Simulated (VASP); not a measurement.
# Cu3O2 (I4/mmm) in VASP: relaxation of cell and atoms with r2SCAN

Aim: the relaxation of cell and atoms of Cu3O2 with r2SCAN.

All numbers are computed with VASP 6.6.1; they aren't measurements. Logs are shortened: lines on timing, memory, paths and dates and some standing lists are left out, and cuts for length are marked.

## Step 1: The structure

It takes space group I4/mmm (No. 139, tetragonal). The conventional cell has a = 4.046 Å, b = 4.046 Å, c = 7.347 Å, α = 90.00°, β = 90.00°, γ = 90.00°. Cu (site symmetry 4/mmm) is surrounded by 4 O at 2.02 Å. Around Cu (site symmetry -4m2) lie 2 O at 1.84 Å. O (site symmetry mmm) is surrounded by 4 Cu at 1.84 to 2.02 Å.

The cell comes from a database or a generator and needn't be the stable form of this composition.

## Step 2: Relaxation of cell and atoms, r2SCAN

INCAR

```
ALGO     = Normal         # electronic algorithm
EDIFF    = 1E-6           # SCF threshold, eV
EDIFFG   = -0.005         # ionic threshold
ENCUT    = 600            # plane-wave cutoff, eV
IBRION   = 2              # ionic algorithm
ISIF     = 3              # what is computed and relaxed
ISMEAR   = 0              # smearing method
LASPH    = True           # aspherical terms in the spheres
LCHARG   = False          # write CHGCAR
LMIXTAU  = True         
LREAL    = False          # projectors in reciprocal space
LWAVE    = False          # write WAVECAR
METAGGA  = R2SCAN         # meta-GGA
NELM     = 60             # most SCF steps
NSW      = 60             # ionic steps
PREC     = Accurate       # precision mode
SIGMA    = 0.05           # smearing width, eV
```

KPOINTS

```
k-points
0
Gamma
  7 7 7
```

POSCAR

```
Cu3O2
1.0
   -2.0229820000      2.0229820000      3.6736170000
    2.0229820000     -2.0229820000      3.6736170000
    2.0229820000      2.0229820000     -3.6736170000
Cu O
3 2
Direct
    0.0000000000      0.0000000000      0.0000000000
    0.7500000000      0.2500000000      0.5000000000
    0.2500000000      0.7500000000      0.5000000000
    0.5000000000      0.0000000000      0.5000000000
    0.0000000000      0.5000000000      0.5000000000
```

Potentials or basis: VASP PAW PBE potentials, release 64 (Cu, O).

On the command line:

```console
> cat potpaw_PBE.64/Cu/POTCAR potpaw_PBE.64/O/POTCAR > POTCAR
> mpirun -np 1 vasp_std > vasp.out
```

OUTCAR:

```text
EDIFF = 1E-6
   EDIFFG = -0.005
   ENCUT = 600
   IBRION = 2
   ISIF = 3
   ISMEAR = 0
   LASPH = True
   LREAL = False
   METAGGA = R2SCAN
   NELM = 60
   NSW = 60
   PREC = Accurate

 ion  position               nearest neighbor table
   1  0.000  0.000  0.000-   4 2.02   5 2.02   5 2.02   4 2.02   2 2.73   3 2.73   2 2.73   3 2.73
                             2 2.73   2 2.73   3 2.73   3 2.73
   2  0.750  0.250  0.500-   4 1.84   5 1.84   1 2.73   1 2.73   1 2.73   1 2.73
   3  0.250  0.750  0.500-   4 1.84   5 1.84   1 2.73   1 2.73   1 2.73   1 2.73
   4  0.500  0.000  0.500-   2 1.84   3 1.84   1 2.02   1 2.02
   5  0.000  0.500  0.500-   2 1.84   3 1.84   1 2.02   1 2.02

  LATTYP: Found a body centered tetragonal cell.
 ALAT       =     4.0459640000
 C/A-ratio  =     1.8159415160

  Lattice vectors:

 A1 = (  -2.0229820000,   2.0229820000,   3.6736170000)
 A2 = (   2.0229820000,  -2.0229820000,   3.6736170000)
 A3 = (   2.0229820000,   2.0229820000,  -3.6736170000)

Analysis of symmetry for initial positions (statically):
=====================================================================
 Subroutine PRICEL returns:
 Original cell was already a primitive cell.

 Routine SETGRP: Setting up the symmetry group for a
 body centered tetragonal supercell.

 Subroutine GETGRP returns: Found 16 space group operations
 (whereof 16 operations were pure point group operations)
 out of a pool of 16 trial point group operations.

The static configuration has the point symmetry D_4h.

Analysis of symmetry for dynamics (positions and initial velocities):
=====================================================================
 Subroutine PRICEL returns:
 Original cell was already a primitive cell.

 Routine SETGRP: Setting up the symmetry group for a
 body centered tetragonal supercell.

 Subroutine GETGRP returns: Found 16 space group operations
 (whereof 16 operations were pure point group operations)
 out of a pool of 16 trial point group operations.

The dynamic configuration has the point symmetry D_4h.

 Subroutine INISYM returns: Found 16 space group operations
 (whereof 16 operations are pure point group operations),
 and found     1 'primitive' translations

----------------------------------------------------------------------------------------

                                     Primitive cell

[... 119 lines left out ...]
  Thomas-Fermi vector in A             =   2.599583
   LORBIT       =      0    0 simple, 1 ext, 2 COOP (PROOUT), +10 PAW based schemes
   METAGGA = R2SCAN    functional components
   LHFCALC =     F    Hartree Fock is set to
   AEXX    =    0.0000 exact exchange contribution
   IVDW    =     0    specifies the selected vdW correction
   LEPSILON=     F    determine dielectric tensor
   LRPA    =     F    only Hartree local field effects (RPA)
 conjugate gradient relaxation of ions
 non-spin polarized calculation
 Gauss-broadening in eV      SIGMA  =   0.05
  energy-cutoff  :      600.00
  volume of cell :       60.14
 maximum number of plane-waves:      2023
 NGX is ok and might be reduce to    40
   NGX = 19   NGY = 19   NGZ = 19

--------------------------------------- Ionic step        1  -------------------------------------------

 number of electron      45.0000020 magnetization

 Free energy of the ion-electron system (eV)
  ---------------------------------------------------
  ext. energy  EPLUGINS =         0.00000000
  ---------------------------------------------------
  free energy    TOTEN  =       -46.53503294 eV

  energy without entropy =      -46.53125492  energy(sigma->0) =      -46.53314393

------------------------ aborting loop because EDIFF is reached ----------------------------------------

  FORCE on cell =-STRESS in cart. coord.  units (eV):
  Direction    XX          YY          ZZ          XY          YZ          ZX
  --------------------------------------------------------------------------------------
  -------------------------------------------------------------------------------------
  Total       -1.1039626     -1.1039626     -1.7625533      0.0000000      0.0000000      0.0000000
  in kB      -29.4121675    -29.4121675    -46.9585769      0.0000000      0.0000000      0.0000000
  external PRESSURE =     -35.2609706 kB  Pullay stress =       0.0000000 kB
[... 98 lines left out ...]
  FREE ENERGIE OF THE ION-ELECTRON SYSTEM (eV)
  ---------------------------------------------------
  free  energy   TOTEN  =       -46.5521316731 eV

  energy  without entropy=      -46.5483888129  energy(sigma->0) =      -46.55026024

[... ionic steps 4 to 8 ...]

--------------------------------------- Ionic step        9  -------------------------------------------

 number of electron      44.9999991 magnetization

------------------------ aborting loop because EDIFF is reached ----------------------------------------
[... 73 lines left out ...]
--------------------------------------- Ionic step       11  -------------------------------------------

 number of electron      44.9999992 magnetization

 Free energy of the ion-electron system (eV)
  ---------------------------------------------------
  ext. energy  EPLUGINS =         0.00000000
  ---------------------------------------------------
  free energy    TOTEN  =       -46.55647343 eV

  energy without entropy =      -46.55269550  energy(sigma->0) =      -46.55458447

 E-fermi :   4.5410     XC(G=0): -12.0230

 val. band max:        4.5254392525   @ k =  -0.4286   0.1429  -0.0000
 cond. band min:       4.5475166188   @ k =  -0.4286   0.4286   0.2857
 fundamental gap:      0.0220773663
 Fermi energy:         4.5409581125

 k-point     1 :       0.0000    0.0000    0.0000
  band No.  band energies     occupation
      1     -15.9351      2.00000
      2     -14.6671      2.00000
      3      -2.3356      2.00000
      4      -1.3955      2.00000
      5      -1.3954      2.00000
      6      -0.7838      2.00000
[... 709 lines left out ...]
     26       9.9761      0.00000
     27      12.9706      0.00000

 [... further k-points ...]

------------------------ aborting loop because EDIFF is reached ----------------------------------------

  FORCE on cell =-STRESS in cart. coord.  units (eV):
  Direction    XX          YY          ZZ          XY          YZ          ZX
  --------------------------------------------------------------------------------------
  -------------------------------------------------------------------------------------
  Total       -0.0157397     -0.0157397     -0.0140152      0.0000000      0.0000000      0.0000000
  in kB       -0.4329336     -0.4329336     -0.3854987      0.0000000      0.0000000      0.0000000
  external PRESSURE =      -0.4171220 kB  Pullay stress =       0.0000000 kB
[... 20 lines left out ...]
  FREE ENERGIE OF THE ION-ELECTRON SYSTEM (eV)
  ---------------------------------------------------
  free  energy   TOTEN  =       -46.5564734320 eV

  energy  without entropy=      -46.5526955040  energy(sigma->0) =      -46.55458447

 reached required accuracy - stopping structural energy minimisation
```

CONTCAR:

```text
Cu3O2
   1.00000000000000
    -1.9964584562803693    1.9964584562803693    3.6534744613711330
     1.9964584562803693   -1.9964584562803693    3.6534744613711330
     1.9964584562803693    1.9964584562803693   -3.6534744613711330
  Cu              O
     3     2
Direct
     0.0000000000000000    0.0000000000000000    0.0000000000000000
     0.7500000000000000    0.2500000000000000    0.5000000000000000
     0.2500000000000000    0.7500000000000000    0.5000000000000000
     0.5000000000000000    0.0000000000000000    0.5000000000000000
     0.0000000000000000    0.5000000000000000    0.5000000000000000

  0.00000000E+00  0.00000000E+00  0.00000000E+00
  0.00000000E+00  0.00000000E+00  0.00000000E+00
  0.00000000E+00  0.00000000E+00  0.00000000E+00
  0.00000000E+00  0.00000000E+00  0.00000000E+00
  0.00000000E+00  0.00000000E+00  0.00000000E+00
```

Wall time 39 min (1 thread of AMD EPYC 9R45 (Zen 5), shared host); peak memory 0.27 GiB.

What came out:

* Free energy: -46.5565 eV
* Relaxed volume: 11.65 Å³/atom
* Relaxed cell: a = 4.617 Å, b = 4.617 Å, c = 4.617 Å, α = 128.76°, β = 128.76°, γ = 75.39°
* Space group after relaxing (to 0.05 Å): I4/mmm (No. 139)
* Energy gained by relaxing: 4.3 meV/atom
* Ionic steps: 11
* Pressure after relaxing: 0.0 GPa
* Band gap on the k mesh: none (metal or under the smearing width)

Step by step:
```tsv
step	energy change (eV)	largest force (eV/Å)	pressure (GPa)	volume (Å³)
1	0.0000	0.0000	-3.53	60.14
2	-0.0083	0.0000	2.33	57.86
3	-0.0171	0.0000	-0.30	58.77
4	-0.0210	0.0000	0.00	58.33
5	-0.0206	0.0000	0.37	57.90
6	-0.0214	0.0000	0.24	58.14
7	-0.0214	0.0000	0.28	58.16
8	-0.0213	0.0000	0.13	58.24
9	-0.0214	0.0000	0.09	58.17
10	-0.0214	0.0000	-0.11	58.27
11	-0.0214	0.0000	-0.04	58.25
```

Final structure:
```
CELL_PARAMETERS angstrom
-1.99646 1.99646 3.65347
1.99646 -1.99646 3.65347
1.99646 1.99646 -3.65347
ATOMIC_POSITIONS crystal
Cu 0.00000 0.00000 0.00000
Cu 0.75000 0.25000 0.50000
Cu 0.25000 0.75000 0.50000
O 0.50000 0.00000 0.50000
O 0.00000 0.50000 0.50000
```

Caveat: the PAW data sets were made with another functional, which shifts forces and pressure a little; an odd number of electrons without spin polarisation forces a metal; a magnetic or distorted state may lie lower; the run has no spin polarisation, though such a crystal can be magnetic; semilocal functionals often make such compounds metallic where correlation or magnetic order opens a gap, which also shifts bond lengths. With open d or f shells a metallic result of r2SCAN can be an artefact of self-interaction; +U or a hybrid may open a gap.

## Step 3: For comparison

An earlier run on the cell as given: functional PBEsol; potentials or basis VASP PAW PBE potentials, release 64 (Cu, O); cutoff 520 eV; k mesh 9 × 9 × 9; occupations fermi-dirac, width 0.05 eV; no spin polarisation.

- Pressure: -5.4 GPa
- Band gap on the k mesh: none (metal or under the smearing width)
